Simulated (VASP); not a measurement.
Set up this calculation in VASP 6.6.1, as the native input.

```
Task                   : single point
Functional             : PBE
Potentials or basis    : VASP PAW PBE potentials, release 64 (Ga_d, N)
Cutoff                 : 520 eV
k mesh                 : 14 × 14 × 14
Occupations            : gaussian, width 0.05 eV
Spin                   : no spin polarisation
Dipole correction      : no
Further INCAR settings : ALGO = Fast; EDIFF = 1e-06; NBANDS = 16
```

The structure of GaN lies in POSCAR:

```
GaN
1.0
    0.0000000000      2.0711779500      2.1032064750
    2.0711779500      0.0000000000      2.1032064750
    2.0711779500      2.0711779500      0.0000000000
Ga N
1 1
Direct
    0.0000000000      0.0000000000      0.0000000000
    0.5000000000      0.5000000000      0.5000000000
```

Measurements of this composition are mostly on another form, of space group No. 186.

The cell isn't the ideal one: strain -0.030 along x and y, -0.015 along z, atoms carried along.

The input as run:

INCAR

```
  PREC = Accurate
  ENCUT = 520
  EDIFF = 1E-6
  ISMEAR = 0
  SIGMA = 0.05
  LREAL = F
  LASPH = T
  NELM = 100
  ALGO = Fast
  ISIF = 2
  LWAVE = F
  LCHARG = T
  GGA = PE
  LELF = T
  LVHAR = T
  NBANDS = 16
```

KPOINTS

```
Automatic mesh
0
Gamma
  14 14 14
```

Potentials or basis: VASP PAW PBE potentials, release 64 (Ga_d, N).

Launch:

```bash
$ cat potpaw_PBE.64/Ga_d/POTCAR potpaw_PBE.64/N/POTCAR > POTCAR
$ mpirun -np 1 vasp_std > vasp.out
```

Results of the run:

The pressure is 19.5 GPa and the band gap on the k mesh is 0.81 eV, indirect (least direct gap 3.24 eV).

Caveat: so large a pressure means that the cell lies far from this level's equilibrium, or that cutoff or potentials fall short.

It took 25 s on 1 thread of Intel(R) Xeon(R) 6975P-C (Granite Rapids) (shared host), peak memory 0.19 GiB.
